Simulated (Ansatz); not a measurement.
Profile along the Sn–O line in BaSnO3 (cubic perovskite)

BaSnO3 (cubic perovskite)

```
CELL_PARAMETERS angstrom
      4.13052     0.00000     0.00000
      0.00000     4.13052     0.00000
      0.00000     0.00000     4.13052
ATOMIC_POSITIONS crystal
  Ba 0.00000 0.00000 0.00000
  Sn 0.50000 0.50000 0.50000
  O  0.00000 0.50000 0.50000
  O  0.50000 0.50000 0.00000
  O  0.50000 0.00000 0.50000
```

Fields along a shortest Sn–O line of a {210} plane (2.07 Å), from Sn to O, interpolated on the slice's grid (step about 0.3 Å). The numbers are results of r2SCAN (plane waves to 500 eV, PAW, scalar-relativistic; Ansatz, an electronic-structure program), not measurements. k mesh 8×8×8. Inside the PAW spheres the values are not all-electron values, and peaks at nuclei hang on which shells count as valence. BaSnO3 was relaxed with its symmetry unable to fall. The PAW data are Ansatz's earlier set.

```json
[
 {"distance from Sn (Å)": "0.00", "valence electron density (e/Å³)": "13.01", "electron localisation function": "x", "density of the highest valence band (e/Å³)": "0.000", "density of the lowest conduction band (e/Å³)": "0.021"},
 {"distance from Sn (Å)": "0.10", "valence electron density (e/Å³)": "12.52", "electron localisation function": "x", "density of the highest valence band (e/Å³)": "0.000", "density of the lowest conduction band (e/Å³)": "0.026"},
 {"distance from Sn (Å)": "0.21", "valence electron density (e/Å³)": "11.24", "electron localisation function": "x", "density of the highest valence band (e/Å³)": "0.000", "density of the lowest conduction band (e/Å³)": "0.038"},
 {"distance from Sn (Å)": "0.31", "valence electron density (e/Å³)": "9.50", "electron localisation function": "x", "density of the highest valence band (e/Å³)": "0.000", "density of the lowest conduction band (e/Å³)": "0.056"},
 {"distance from Sn (Å)": "0.41", "valence electron density (e/Å³)": "7.55", "electron localisation function": "0.02", "density of the highest valence band (e/Å³)": "0.000", "density of the lowest conduction band (e/Å³)": "0.079"},
 {"distance from Sn (Å)": "0.52", "valence electron density (e/Å³)": "5.42", "electron localisation function": "0.05", "density of the highest valence band (e/Å³)": "0.001", "density of the lowest conduction band (e/Å³)": "0.100"},
 {"distance from Sn (Å)": "0.62", "valence electron density (e/Å³)": "3.37", "electron localisation function": "0.08", "density of the highest valence band (e/Å³)": "0.001", "density of the lowest conduction band (e/Å³)": "0.115"},
 {"distance from Sn (Å)": "0.72", "valence electron density (e/Å³)": "1.86", "electron localisation function": "0.11", "density of the highest valence band (e/Å³)": "0.002", "density of the lowest conduction band (e/Å³)": "0.118"},
 {"distance from Sn (Å)": "0.83", "valence electron density (e/Å³)": "1.06", "electron localisation function": "0.15", "density of the highest valence band (e/Å³)": "0.003", "density of the lowest conduction band (e/Å³)": "0.110"},
 {"distance from Sn (Å)": "0.93", "valence electron density (e/Å³)": "0.72", "electron localisation function": "0.22", "density of the highest valence band (e/Å³)": "0.005", "density of the lowest conduction band (e/Å³)": "0.091"},
 {"distance from Sn (Å)": "1.03", "valence electron density (e/Å³)": "0.64", "electron localisation function": "0.31", "density of the highest valence band (e/Å³)": "0.007", "density of the lowest conduction band (e/Å³)": "0.067"},
 {"distance from Sn (Å)": "1.14", "valence electron density (e/Å³)": "0.69", "electron localisation function": "0.42", "density of the highest valence band (e/Å³)": "0.012", "density of the lowest conduction band (e/Å³)": "0.049"},
 {"distance from Sn (Å)": "1.24", "valence electron density (e/Å³)": "0.87", "electron localisation function": "0.55", "density of the highest valence band (e/Å³)": "0.020", "density of the lowest conduction band (e/Å³)": "0.049"},
 {"distance from Sn (Å)": "1.35", "valence electron density (e/Å³)": "1.22", "electron localisation function": "0.68", "density of the highest valence band (e/Å³)": "0.030", "density of the lowest conduction band (e/Å³)": "0.074"},
 {"distance from Sn (Å)": "1.45", "valence electron density (e/Å³)": "1.81", "electron localisation function": "0.77", "density of the highest valence band (e/Å³)": "0.041", "density of the lowest conduction band (e/Å³)": "0.122"},
 {"distance from Sn (Å)": "1.55", "valence electron density (e/Å³)": "2.71", "electron localisation function": "0.77", "density of the highest valence band (e/Å³)": "0.051", "density of the lowest conduction band (e/Å³)": "0.193"},
 {"distance from Sn (Å)": "1.66", "valence electron density (e/Å³)": "3.97", "electron localisation function": "0.70", "density of the highest valence band (e/Å³)": "0.055", "density of the lowest conduction band (e/Å³)": "0.266"},
 {"distance from Sn (Å)": "1.76", "valence electron density (e/Å³)": "5.51", "electron localisation function": "x", "density of the highest valence band (e/Å³)": "0.050", "density of the lowest conduction band (e/Å³)": "0.310"},
 {"distance from Sn (Å)": "1.86", "valence electron density (e/Å³)": "7.04", "electron localisation function": "x", "density of the highest valence band (e/Å³)": "0.032", "density of the lowest conduction band (e/Å³)": "0.301"},
 {"distance from Sn (Å)": "1.97", "valence electron density (e/Å³)": "8.19", "electron localisation function": "x", "density of the highest valence band (e/Å³)": "0.011", "density of the lowest conduction band (e/Å³)": "0.264"},
 {"distance from Sn (Å)": "2.07", "valence electron density (e/Å³)": "8.62", "electron localisation function": "x", "density of the highest valence band (e/Å³)": "0.001", "density of the lowest conduction band (e/Å³)": "0.243"}
]
```

x: too close to a nucleus for the ELF to mean much. Band densities are of whole bands, smooth part only.

Density on the Sn–O line (2.07 Å) at its midpoint: 0.64 e/Å³. ELF at that point: 0.3. Element round which the density of the highest valence band (whole band, smooth part) is largest on this plane: O.
